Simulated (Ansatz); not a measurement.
## SiC: energy along a strain

SiC, P6_3mc, a = 3.075 Å, c = 5.048 Å. The compound has several low-lying forms, and this is one of them. Ansatz: r2SCAN, PAW, 500 eV, Γ-centred 12×12×6 mesh on 4 atoms, Gaussian smearing 0.05 eV; no spin polarisation. Cell vectors (Å): 3.075 0.000 0.000; -1.538 2.663 0.000; 0.000 0.000 5.048. The cell is strained by x per cent times the pattern (1 1 0 0 0 0) in the order xx yy zz yz xz xy (engineering shears), with fractional coordinates held. y is the free energy over the start, V0 = 10.336 Å³/atom.

| x (%) | y (meV/atom) |
| --- | --- |
| -6.00 | ? |
| -4.50 | 97.38 |
| -3.00 | 41.58 |
| -1.50 | 10.01 |
| 0.00 | 0.00 |
| 1.50 | 9.12 |
| 3.00 | 35.16 |
| 4.50 | 76.09 |
| 5.25 | 101.56 |
| 6.00 | 130.07 |

Task: Fit y = c2 x² + c3 x³ to the other rows, get the stiffness along the pattern, and predict the missing energy.

Result: Least squares on the rows shown. y = 4.2881 x² − 0.11406 x³. The clamped-ion stiffness p·C·p = 2 × 42.88 eV × 160.2 / 10.336 Å³ = 1329 GPa. At x = -6.00 the fit asked for gives 179.01 meV/atom. The run gave 180.32 meV/atom, so the fit is 1.31 meV/atom too low, 0.73 % of the span of the series, against an rms of 0.23 meV/atom on the fitted rows. The row lies outside the fitted range. With a term in x⁴ added, a fit to the same known rows predicts 180.57 meV/atom, so most of the miss is curvature that the known rows already hold.